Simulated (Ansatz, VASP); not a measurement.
## ZrS in VASP and in Ansatz

The input POSCAR:

```
ZrS
1.0
    0.0000000000      2.6250000000      2.6250000000
    2.6250000000      0.0000000000      2.6250000000
    2.6250000000      2.6250000000      0.0000000000
Zr S
1 1
Direct
    0.0000000000      0.0000000000      0.0000000000
    0.5000000000      0.5000000000      0.5000000000
```

The input INCAR.step1:

```
SYSTEM = ZrS
PREC     = Accurate       ! precision mode
ENCUT    = 520            ! plane-wave cutoff, eV
ISMEAR   = 0              ! smearing method
SIGMA    = 0.1            ! smearing width, eV
LREAL    = .FALSE.        ! projectors in reciprocal space
LASPH    = .TRUE.         ! aspherical terms in the spheres
NELM     = 60             ! most SCF steps
NBANDS   = 16             ! bands
GGA      = PE             ! functional
ALGO     = Normal         ! electronic algorithm
EDIFF    = 1E-4           ! SCF threshold, eV
LWAVE    = .TRUE.         ! write WAVECAR
LCHARG   = .FALSE.        ! write CHGCAR
```

INCAR.step2

```
SYSTEM = ZrS
PREC     = Accurate       ! precision mode
ENCUT    = 520            ! plane-wave cutoff, eV
EDIFF    = 1E-6           ! SCF threshold, eV
ISMEAR   = 0              ! smearing method
SIGMA    = 0.1            ! smearing width, eV
LREAL    = .FALSE.        ! projectors in reciprocal space
LASPH    = .TRUE.         ! aspherical terms in the spheres
NELM     = 60             ! most SCF steps
ALGO     = Normal         ! electronic algorithm
ISIF     = 2              ! what is computed and relaxed
LWAVE    = .FALSE.        ! write WAVECAR
LCHARG   = .FALSE.        ! write CHGCAR
METAGGA  = R2SCAN         ! meta-GGA
LMIXTAU  = .TRUE.       
NBANDS   = 16             ! bands
ISTART   = 1
```

Contents of KPOINTS:

```
regular mesh
0
G
  6 6 6
  0 0 0
```

Input for Ansatz:

```yaml
crystal:
  lattice:
    - [0.0, 2.625, 2.625]
    - [2.625, 0.0, 2.625]
    - [2.625, 2.625, 0.0]
  atoms:
    - { symbol: Zr, position: [0.0, 0.0, 0.0] }
    - { symbol: S, position: [0.5, 0.5, 0.5] }
basis:
  ecutwfc: 500
kpoints:
  mp_grid: { grid: [6, 6, 6] }
hamiltonian:
  xc: r2scan
scf:
  occupations: { method: gaussian, width: 0.1 }
output:
  forces: true
  stress: true
  eigenvalues: true
```

Alike in both runs: task single point; functional r2SCAN; k mesh 6 × 6 × 6; occupations gaussian, width 0.1 eV; no spin polarisation.

|  | VASP | Ansatz |
| --- | --- | --- |
| version | VASP 6.6.1 | Ansatz 0.2.0 |
| potentials or method | VASP PAW PBE potentials, release 64 (Zr_sv, S) | scalar-relativistic, plane waves, PAW |
| plane-wave cutoff (eV) | 520 | 500 |
| valence electrons in the cell | 18 | 18 |

Ansatz gave:

| Item | Value |
| --- | --- |
| gap on the k mesh at the Fermi level (eV) | none |
| pressure (GPa) | -1.6 |

Q: Estimate VASP's values.

A: gap on the k mesh at the Fermi level (eV): none; pressure (GPa): -1.7.

A gap of «none» marks a metal or a gap that the smearing closes. With one functional, cell and mesh, what is left measures potentials, basis and numerics.

Caveats: the PAW data sets were made with another functional, which shifts forces and pressure a little (VASP).
